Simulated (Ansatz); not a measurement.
**CoSi2 (Fm-3m), an elastic constant from a strain scan**

Method: DFT PBEsol, scalar-relativistic, plane waves, PAW in Ansatz. Cutoff 420 eV, Γ-centred 16×16×16 k-points, Gaussian smearing of 0.15 eV. No spin polarisation. A magnetic state may lie lower. Energies are free energies at this smearing, counted from the undisturbed cell; pressure is positive in compression.

Reference structure (relaxed at this level):

```
Co Si
1.0
     0.00000    2.65625    2.65625
     2.65625    0.00000    2.65625
     2.65625    2.65625    0.00000
Co Si
1 2
Direct
  0.00000 0.00000 0.00000
  0.25000 0.25000 0.25000
  0.75000 0.75000 0.75000
```

The cell is strained by ε times the Voigt pattern (0, 1, 0, 0, 0, 0) (xx, yy, zz, yz, xz, xy; engineering shear) with fractional coordinates fixed. The cell holds 3 atoms in V0 = 37.48 Å³. The stress column is τ = (1/V0) dE/dε, got from the stress tensor σ (compression positive) at each point as −det(1 + εP) σ : P(1 + εP)⁻¹, with P the pattern as a tensor.

| ε | ΔE (meV/atom) | τ (GPa) |
| --- | --- | --- |
| -0.0600 | 43.143 | -20.066 |
| -0.0450 | 23.233 | -14.099 |
| -0.0300 | 9.893 | -8.822 |
| -0.0150 | 2.363 | -4.146 |
| 0.0000 | 0.000 | 0.022 |
| 0.0150 | 2.242 | 3.742 |
| 0.0300 | 8.602 | 7.068 |
| 0.0450 | 18.649 | 10.059 |
| 0.0525 | 24.943 | 11.446 |
| 0.0600 | ? | ? |

Problem. Which combination of elastic constants does this scan measure, and how large is it?

Solution. For small ε, τ = τ0 + Kε with K = pᵀCp, which for this pattern is C11 in the cubic axes. The parabola through τ at ε = -0.0150, 0 and 0.0150 has slope K = 263 GPa at zero. The energies per cell, E = NΔE, of the same two points give K = 2[E(ε₊)/ε₊ − E(ε₋)/ε₋]/[(ε₊ − ε₋)V0] = 262 GPa, in agreement.

Problem. Predict the withheld row at ε = 0.0600 from the harmonic law, and compare.

Solution. ΔE = V0(τ0 ε + Kε²/2)/N = 37.006 meV/atom and τ = 15.80 GPa. The calculation gives 32.027 meV/atom and 12.77 GPa: the energy lies 13 % below the harmonic value, as bonds soften when stretched.

In a metal these slopes depend on the k mesh and the smearing.